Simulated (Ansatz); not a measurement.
The system is CuO.

```xyz
4
Lattice="2.3446 -1.7134 0.0000 2.3446 1.7134 0.0000 -0.8605 0.0000 5.0594" Properties=species:S:1:pos:R:3 pbc="T T T"
Cu    1.1723    0.8457    0.0000
Cu    0.7420   -0.8457    2.5297
O     2.0724   -0.2841    1.2836
O     1.6421    0.2841    3.8133
```

Base run:

```yaml
Program: Ansatz 0.2.0
Functional: PBE
Potentials_or_basis: Ansatz PAW
Cutoff: "420 eV (not typed: the program's choice for these potentials)"
k_mesh: 10 × 10 × 5
Occupations: fermi-dirac, width 0.05 eV
Spin: no spin polarisation
Hubbard_terms: Cu d U = 6 eV
```

Its results: band gap on the k mesh none (metal or under the smearing width); pressure 8.8 GPa; largest force 0.847 eV/Å.

Problem. After a change of settings the same cell gave: band gap on the k mesh none (metal or under the smearing width); pressure 6.5 GPa; largest force 0.791 eV/Å. Which change was it?
A. hubbard terms from Cu d U = 6 eV to Cu d U = 2 eV
B. hubbard terms from Cu d U = 6 eV to Cu d U = 5 eV
C. hubbard terms from Cu d U = 6 eV to none; hubbard projectors from ortho-atomic (the default) to none

Solution. A.

Caveats: the run has no spin polarisation, though such a crystal can be magnetic; U without spin polarisation on a metal has little footing.
